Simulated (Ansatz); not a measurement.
Er:

```
CELL_PARAMETERS angstrom
0.00000 2.47984 2.47984
2.47984 0.00000 2.47984
2.47984 2.47984 0.00000
ATOMIC_POSITIONS crystal
Er 0.00000 0.00000 0.00000
```

This isn't the form of Er at room conditions, which is hcp.

Alike in all runs: program Ansatz 0.2.0; functional PBE; potentials or basis Ansatz PAW; cutoff 420 eV (not typed: the program's choice for these potentials); k mesh 9 × 9 × 9; occupations fermi-dirac, width 0.05 eV.

The same cell was started in several ways:

| start | free energy over the lowest (meV/atom) | net moment (μB) | site or absolute moments (μB) | gap |
| --- | --- | --- | --- | --- |
| collinear spin, ferromagnetic start of up to 3 μB | 0.0 | 2.45 | Er +2.48 | none (metal or under the smearing width) |
| no spin polarisation | 1265.7 | - | - | none (metal or under the smearing width) |
| collinear spin, random start of up to 2.57 μB | 0.0 | -2.45 | Er -2.48 | none (metal or under the smearing width) |

Allowing spin polarisation gains 1266 meV/atom. A still lower state may exist.

Caveats: the magnetic or orbital state may not be the lowest (some runs); spin-orbit coupling is left out, which moves the levels of the heavy elements (some runs).
